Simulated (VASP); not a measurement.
# CdS (Fm-3m) in VASP: further runs

The runs below take CdS through single point, with RPBE.

All numbers are computed with VASP 6.6.1; they aren't measurements. Logs are shortened: lines on timing, memory, paths and dates and some standing lists are left out, and cuts for length are marked.

## 1. The crystal as given

It takes space group Fm-3m (No. 225, cubic). The conventional cell has a = 5.506 Å, b = 5.506 Å, c = 5.506 Å, α = 90.00°, β = 90.00°, γ = 90.00°. Around Cd (site symmetry m-3m) lie 6 S at 2.75 Å. Around S (site symmetry m-3m) lie 6 Cd at 2.75 Å.

Measurements of this composition are mostly on another form, of space group No. 186.

## 2. Single point, RPBE

Contents of INCAR:

```
  PREC = Accurate
  ENCUT = 520
  EDIFF = 1E-6
  ISMEAR = 0
  SIGMA = 0.1
  LREAL = False
  LASPH = True
  NELM = 80
  ALGO = Normal
  ISIF = 2
  LWAVE = False
  LCHARG = True
  GGA = RP
  LELF = True
  LVHAR = True
```

Contents of KPOINTS:

```
Automatic mesh
0
Gamma
  8 8 8
```

Contents of POSCAR:

```
CdS
1.0
    0.0000000000      2.7532440000      2.7532440000
    2.7532440000      0.0000000000      2.7532440000
    2.7532440000      2.7532440000      0.0000000000
Cd S
1 1
Direct
    0.0000000000      0.0000000000      0.0000000000
    0.5000000000      0.5000000000      0.5000000000
```

Potentials or basis: VASP PAW PBE potentials, release 54 (Cd, S).

Command:

```sh
$ cat potpaw_PBE.54/Cd/POTCAR potpaw_PBE.54/S/POTCAR > POTCAR
$ mpirun -np 1 vasp_std > vasp.out
```

OUTCAR:

```text
PREC = Accurate
   ENCUT = 520
   EDIFF = 1E-6
   ISMEAR = 0
   LREAL = False
   LASPH = True
   NELM = 80
   ISIF = 2
   GGA = RP

 ion  position               nearest neighbor table
   1  0.000  0.000  0.000-   2 2.75   2 2.75   2 2.75   2 2.75   2 2.75   2 2.75
   2  0.500  0.500  0.500-   1 2.75   1 2.75   1 2.75   1 2.75   1 2.75   1 2.75

  LATTYP: Found a face centered cubic cell.
 ALAT       =     5.5064880000

  Lattice vectors:

 A1 = (   0.0000000000,   2.7532440000,   2.7532440000)
 A2 = (   2.7532440000,   0.0000000000,   2.7532440000)
 A3 = (   2.7532440000,   2.7532440000,   0.0000000000)

Analysis of symmetry for initial positions (statically):
=====================================================================
 Subroutine PRICEL returns:
 Original cell was already a primitive cell.

 Routine SETGRP: Setting up the symmetry group for a
 face centered cubic supercell.

 Subroutine GETGRP returns: Found 48 space group operations
 (whereof 48 operations were pure point group operations)
 out of a pool of 48 trial point group operations.

The static configuration has the point symmetry O_h .

Analysis of symmetry for dynamics (positions and initial velocities):
=====================================================================
 Subroutine PRICEL returns:
 Original cell was already a primitive cell.

 Routine SETGRP: Setting up the symmetry group for a
 face centered cubic supercell.

 Subroutine GETGRP returns: Found 48 space group operations
 (whereof 48 operations were pure point group operations)
 out of a pool of 48 trial point group operations.

The dynamic configuration has the point symmetry O_h .

 Subroutine INISYM returns: Found 48 space group operations
 (whereof 48 operations are pure point group operations),
 and found     1 'primitive' translations

----------------------------------------------------------------------------------------

                                     Primitive cell

  volume of cell :      41.7411

  direct lattice vectors                    reciprocal lattice vectors
     0.000000000  2.753244000  2.753244000    -0.181603955  0.181603955  0.181603955
     2.753244000  0.000000000  2.753244000     0.181603955 -0.181603955  0.181603955
     2.753244000  2.753244000  0.000000000     0.181603955  0.181603955 -0.181603955

  length of vectors
     3.893675005  3.893675005  3.893675005     0.314547277  0.314547277  0.314547277

  position of ions in fractional coordinates (direct lattice)
     0.000000000  0.000000000  0.000000000
     0.500000000  0.500000000  0.500000000

  ion indices of the primitive-cell ions
   primitive index   ion index
                 1           1
                 2           2

----------------------------------------------------------------------------------------

 KPOINTS: Automatic mesh

Automatic generation of k-mesh.
 Grid dimensions read from file:
 generate k-points for:    8    8    8

 Generating k-lattice:

  Cartesian coordinates                     Fractional coordinates (reciprocal lattice)
    -0.022700494  0.022700494  0.022700494     0.125000000  0.000000000  0.000000000
     0.022700494 -0.022700494  0.022700494     0.000000000  0.125000000  0.000000000
     0.022700494  0.022700494 -0.022700494     0.000000000  0.000000000  0.125000000

  Length of vectors
     0.039318410  0.039318410  0.039318410

  Shift w.r.t. Gamma in fractional coordinates (k-lattice)
     0.000000000  0.000000000  0.000000000

 Subroutine IBZKPT returns following result:
 ===========================================

 Found     29 irreducible k-points:

 Following reciprocal coordinates:
            Coordinates               Weight
  0.000000  0.000000  0.000000      1.000000
  0.125000  0.000000  0.000000      8.000000
  0.250000  0.000000  0.000000      8.000000
  0.375000  0.000000  0.000000      8.000000
  0.500000  0.000000  0.000000      4.000000
  0.125000  0.125000  0.000000      6.000000
[... 16 lines left out ...]
  0.500000  0.250000  0.125000     48.000000
 -0.375000  0.250000  0.125000     24.000000
 [... further k-points ...]
   k-points           NKPTS =     29   k-points in BZ     NKDIM =     29   number of bands    NBANDS=     13
   number of dos      NEDOS =    301   number of ions     NIONS =      2
   total plane-waves  NPLWV =  27000
   dimension x,y,z NGX =    30 NGY =   30 NGZ =   30
   dimension x,y,z NGXF=    60 NGYF=   60 NGZF=   60
   ions per type =               1   1
   NGX,Y,Z   is equivalent  to a cutoff of  12.81, 12.81, 12.81 a.u.
   NGXF,Y,Z  is equivalent  to a cutoff of  25.62, 25.62, 25.62 a.u.
 SYSTEM =  unknown system
   PREC   = accura    normal or accurate (medium, high low for compatibility)
   ISTART =      0    job   : 0-new  1-cont  2-samecut
   ICHARG =      2    charge: 1-file 2-atom 10-const
   ISPIN  =      1    spin polarized calculation?
   LNONCOLLINEAR =      F non collinear calculations
   LSORBIT =      F    spin-orbit coupling
   LASPH  =      T    aspherical Exc in radial PAW
   ENCUT  =  520.0 eV  38.22 Ry    6.18 a.u.   7.24  7.24  7.24*2*pi/ulx,y,z
   NELM   =     80;   NELMIN=  2; NELMDL= -5     # of ELM steps
   EDIFF  = 0.1E-05   stopping-criterion for ELM
   LREAL  =      F    real-space projection
   EDIFFG = 0.1E-04   stopping-criterion for IOM
   NSW    =      0    number of steps for IOM
   IBRION =     -1    ionic relax: 0-MD 1-quasi-New 2-CG
   NFREE  =      0    steps in history (QN), initial steepest desc. (CG)
   ISIF   =      2    stress and relaxation
   ISYM   =      2    0-nonsym 1-usesym 2-fastsym
   POTIM  = 0.5000    time-step for ionic-motion
   TEBEG  =    0.0;   TEEND  =   0.0 temperature during run
   PSTRESS=    0.0 pullay stress
   NELECT =      18.0000    total number of electrons
   NUPDOWN=      -1.0000    fix difference up-down
   EMIN   =  10.00;   EMAX   =-10.00  energy-range for DOS
   EFERMI =   0.00;   METHOD = LEGACY
   ISMEAR =     0;   SIGMA  =   0.10  broadening in eV -4-tet -1-fermi 0-gaus
   EFERMI_NEDOS =   21; number of points for ismear=-14 and -15
   IALGO  =     38    algorithm
   IMIX   =      4    mixing-type and parameters
     AMIX     =   0.40;   BMIX     =  1.00
     AMIX_MAG =   1.60;   BMIX_MAG =  1.00
  volume/ion in A,a.u.               =      20.87       140.84
  Fermi-wavevector in a.u.,A,eV,Ry     =   1.236833  2.337275 20.813583  1.529755
  Thomas-Fermi vector in A             =   2.371425
   LORBIT       =      0    0 simple, 1 ext, 2 COOP (PROOUT), +10 PAW based schemes
   GGA     = RP    functional components
   LHFCALC =     F    Hartree Fock is set to
   AEXX    =    0.0000 exact exchange contribution
   IVDW    =     0    specifies the selected vdW correction
   LEPSILON=     F    determine dielectric tensor
   LRPA    =     F    only Hartree local field effects (RPA)
 non-spin polarized calculation
 Gauss-broadening in eV      SIGMA  =   0.10
  energy-cutoff  :      520.00
  volume of cell :       41.74
 maximum number of plane-waves:      1158
 NGX is ok and might be reduce to    30
   NGX = 15   NGY = 15   NGZ = 15

 number of electron      18.0000005 magnetization

 Free energy of the ion-electron system (eV)
  ---------------------------------------------------
  ext. energy  EPLUGINS =         0.00000000
  ---------------------------------------------------
  free energy    TOTEN  =        -5.16033733 eV

  energy without entropy =       -5.16028310  energy(sigma->0) =       -5.16031022

 E-fermi :   3.0250     XC(G=0): -10.1450

 val. band max:        2.8132234579   @ k =   0.5000   0.0000   0.0000
 cond. band min:       3.1872759946   @ k =   0.5000   0.5000   0.0000
 fundamental gap:      0.3740525367
 Fermi energy:         3.0249800053

 k-point     1 :       0.0000    0.0000    0.0000
  band No.  band energies     occupation
      1      -9.8216      2.00000
      2      -4.7585      2.00000
      3      -4.7585      2.00000
      4      -4.7585      2.00000
      5      -4.7566      2.00000
      6      -4.7566      2.00000
      7       2.1251      2.00000
      8       2.1251      2.00000
      9       2.1251      2.00000
     10       3.7861      0.00000
     11      12.0680      0.00000
     12      12.0680      0.00000
     13      12.0680      0.00000

 k-point     2 :       0.1250    0.0000    0.0000
  band No.  band energies     occupation
      1      -9.6937      2.00000
      2      -4.8008      2.00000
      3      -4.8008      2.00000
      4      -4.7716      2.00000
      5      -4.7309      2.00000
      6      -4.7309      2.00000
      7       1.0047      2.00000
      8       2.2155      2.00000
      9       2.2155      2.00000
     10       4.9034      0.00000
     11      10.9087      0.00000
     12      11.7574      0.00000
     13      11.7574      0.00000

 k-point     3 :       0.2500    0.0000    0.0000
  band No.  band energies     occupation
      1      -9.3518      2.00000
      2      -4.9035      2.00000
      3      -4.9035      2.00000
      4      -4.8202      2.00000
      5      -4.6640      2.00000
      6      -4.6640      2.00000
      7      -0.4519      2.00000
      8       2.4450      2.00000
      9       2.4450      2.00000
     10       6.1801      0.00000
     11       9.7144      0.00000
     12      10.3544      0.00000
     13      10.3544      0.00000
[... 305 lines left out ...]
 k-point    23 :       0.5000    0.2500    0.1250
  band No.  band energies     occupation
      1      -8.9036      2.00000
      2      -4.9298      2.00000
      3      -4.8667      2.00000
      4      -4.8094      2.00000
      5      -4.5910      2.00000
      6      -4.5021      2.00000
      7      -1.1456      2.00000
      8       0.9963      2.00000
      9       2.1506      2.00000
     10       6.6799      0.00000
     11       8.3321      0.00000
     12      10.2124      0.00000
     13      10.6310      0.00000

 k-point    24 :      -0.3750    0.2500    0.1250
  band No.  band energies     occupation
      1      -8.7884      2.00000
      2      -4.9667      2.00000
      3      -4.8392      2.00000
      4      -4.7987      2.00000
      5      -4.5573      2.00000
      6      -4.4651      2.00000
      7      -1.4904      2.00000
      8       1.0664      2.00000
      9       1.9256      2.00000
     10       6.7868      0.00000
     11       8.0229      0.00000
     12      10.2507      0.00000
     13      10.9363      0.00000

 [... further k-points ...]
[... 5 lines left out ...]
  --------------------------------------------------------------------------------------
  -------------------------------------------------------------------------------------
  Total        0.6469440      0.6469440      0.6469440      0.0000000      0.0000000      0.0000000
  in kB       24.8320847     24.8320847     24.8320847      0.0000000      0.0000000      0.0000000
  external PRESSURE =      24.8320847 kB  Pullay stress =       0.0000000 kB

 VOLUME and BASIS-vectors are now :
 -----------------------------------------------------------------------------
  energy-cutoff  :      520.00
  volume of cell :       41.74
      direct lattice vectors                 reciprocal lattice vectors
     0.000000000  2.753244000  2.753244000    -0.181603955  0.181603955  0.181603955
     2.753244000  0.000000000  2.753244000     0.181603955 -0.181603955  0.181603955
     2.753244000  2.753244000  0.000000000     0.181603955  0.181603955 -0.181603955

 POSITION                                       TOTAL-FORCE (eV/Angst)
 -----------------------------------------------------------------------------------
      0.00000      0.00000      0.00000         0.000000      0.000000      0.000000
      2.75324      2.75324      2.75324         0.000000     -0.000000     -0.000000
 -----------------------------------------------------------------------------------
    total drift:                               -0.000000      0.000000      0.000000

  FREE ENERGIE OF THE ION-ELECTRON SYSTEM (eV)
  ---------------------------------------------------
  free  energy   TOTEN  =        -5.1603373325 eV

  energy  without entropy=       -5.1602831024  energy(sigma->0) =       -5.16031022
```

Wall time 16 s (1 thread of Intel Xeon Platinum 8259CL at 2.50GHz (Skylake/Cascade Lake), shared host); peak memory 0.17 GiB.

What came out:

| Quantity | Value |
| --- | --- |
| Free energy | -5.1603 eV |
| Pressure | 2.5 GPa |
| Band gap on the k mesh | 0.37 eV, indirect (least direct gap 1.66 eV) |

Caveat: the PAW data sets were made with another functional, which shifts forces and pressure a little.

## 3. Single point, RPBE

Contents of run.py:

```python
from ase.calculators.vasp import Vasp
from ase.dft.bandgap import bandgap
from ase.spacegroup import crystal

atoms = crystal(
    ['Cd', 'S'],
    basis=[[0.0, 0.0, 0.0], [0.5, 0.0, 0.0]],
    spacegroup=225,
    setting=1,
    cellpar=[5.506488, 5.506488, 5.506488, 90.0, 90.0, 90.0],
    primitive_cell=True,
)
calc = Vasp(
    directory='calc',
    xc='rpbe',
    pp='PBE',
    setups='recommended',
    pp_version='54',
    prec='Accurate',
    encut=520,
    ediff=1e-07,
    ismear=0,
    sigma=0.1,
    lreal=False,
    lasph=True,
    nelm=80,
    algo='Normal',
    isif=2,
    lwave=False,
    lcharg=False,
    kpts=[8, 8, 8],
    gamma=True,
)
atoms.calc = calc

print('energy (eV):', atoms.get_potential_energy())
print('free energy (eV):', atoms.get_potential_energy(force_consistent=True))
print('forces (eV/A):')
print(atoms.get_forces())
print('stress (eV/A^3, Voigt):', atoms.get_stress())
print('Fermi level (eV):', calc.get_fermi_level())
gap, top, bottom = bandgap(calc)
print('band gap (eV):', gap, 'from (spin, k, band)', top, 'to', bottom)
```

Potentials or basis: VASP PAW PBE potentials, release 54 (Cd, S).

Command:

```sh
$ python run.py
```

Wall time 24 s (1 thread of Intel Xeon Platinum 8259CL at 2.50GHz (Skylake/Cascade Lake), shared host); peak memory 0.17 GiB.

It converged, with:

```
Free energy            : -5.1603 eV
Pressure               : 2.5 GPa
Band gap on the k mesh : 0.37 eV, indirect (least direct gap 1.66 eV)
```

Levels at points of the mesh, in eV from the valence-band top:
| k point | band 5 | band 6 | band 7 | band 8 | band 9 | band 10 | band 11 | band 12 | band 13 |
| --- | --- | --- | --- | --- | --- | --- | --- | --- | --- |
| (0.00, 0.00, 0.00) | -7.57 | -7.57 | -0.69 | -0.69 | -0.69 | 0.97 | 9.25 | 9.25 | 9.25 |
| (0.50, 0.00, 0.00) | -7.38 | -7.38 | -4.70 | 0.00 | 0.00 | 3.66 | 6.01 | 6.01 | 6.76 |
| (0.50, 0.50, 0.00) | -7.32 | -6.67 | -4.06 | -2.03 | -2.03 | 0.37 | 6.14 | 9.87 | 11.26 |

Caveat: the PAW data sets were made with another functional, which shifts forces and pressure a little. A k mesh can miss the band edges.

## 4. The reference run

An earlier run on the cell as given: functional PBE; potentials or basis VASP PAW PBE potentials, release 64 (Cd, S); cutoff 520 eV; k mesh 8 × 8 × 8; occupations fermi-dirac, width 0.05 eV; no spin polarisation.

- Pressure: -0.1 GPa
- Band gap on the k mesh: 0.26 eV, indirect (least direct gap 1.53 eV)
